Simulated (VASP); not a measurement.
Write the native input for VASP 6.6.1 that does the following.

```yaml
Task: relaxation of cell and atoms
Functional: PBEsol
Potentials_or_basis: VASP PAW PBE potentials, release 64 (Ga_d)
Cutoff: 600 eV
k_mesh: 14 × 14 × 14
Occupations: gaussian, width 0.03 eV
Spin: no spin polarisation
Further_INCAR_settings: ALGO = Normal; EDIFF = 1e-06; IBRION = 2; EDIFFG = -0.01; NSW = 90; ISIF = 3
```

The structure of Ga lies in POSCAR:

```
Ga
1.0
   -2.5464365500      2.5464365500      1.3900703200
    2.5464365500     -2.5464365500      1.3900703200
    2.5464365500      2.5464365500     -1.3900703200
Ga
2
Direct
    0.0000000000      0.0000000000      0.0000000000
    0.7500000000      0.2500000000      0.5000000000
```

The cell was built by a generator and needn't be a form met in nature.

One way to write it, as run:

INCAR

```
SYSTEM = Ga
  PREC = Accurate
  ENCUT = 600
  EDIFF = 1E-6
  ISMEAR = 0
  SIGMA = 0.03
  LREAL = .FALSE.
  LASPH = .TRUE.
  NELM = 80
  ALGO = Normal
  ISIF = 3
  LWAVE = .FALSE.
  LCHARG = .FALSE.
  GGA = PS
  IBRION = 2
  NSW = 90
  EDIFFG = -0.01
```

KPOINTS

```
Automatic mesh
0
G
  14 14 14
  0 0 0
```

Potentials or basis: VASP PAW PBE potentials, release 64 (Ga_d).

Command:

```console
$ cat potpaw_PBE.64/Ga_d/POTCAR > POTCAR
$ mpirun -np 1 vasp_std > vasp.out
```

It gave:

```
Relaxed volume                         : 18.35 Å³/atom
Relaxed cell                           : a = 3.916 Å, b = 3.916 Å, c = 3.916 Å, α = 96.93°, β = 96.93°, γ = 139.35°
Space group after relaxing (to 0.05 Å) : I4_1/amd (No. 141)
Energy gained by relaxing              : 4.6 meV/atom
Ionic steps                            : 8
Pressure after relaxing                : 0.0 GPa
Band gap on the k mesh                 : none (metal or under the smearing width)
```

Caveat: the PAW data sets were made with another functional, which shifts forces and pressure a little.

Wall time 7.9 min on 1 thread of Intel(R) Xeon(R) Platinum 8259CL CPU @ 2.50GHz (Skylake/Cascade Lake), with other jobs on the host, peak memory 0.3 GiB.
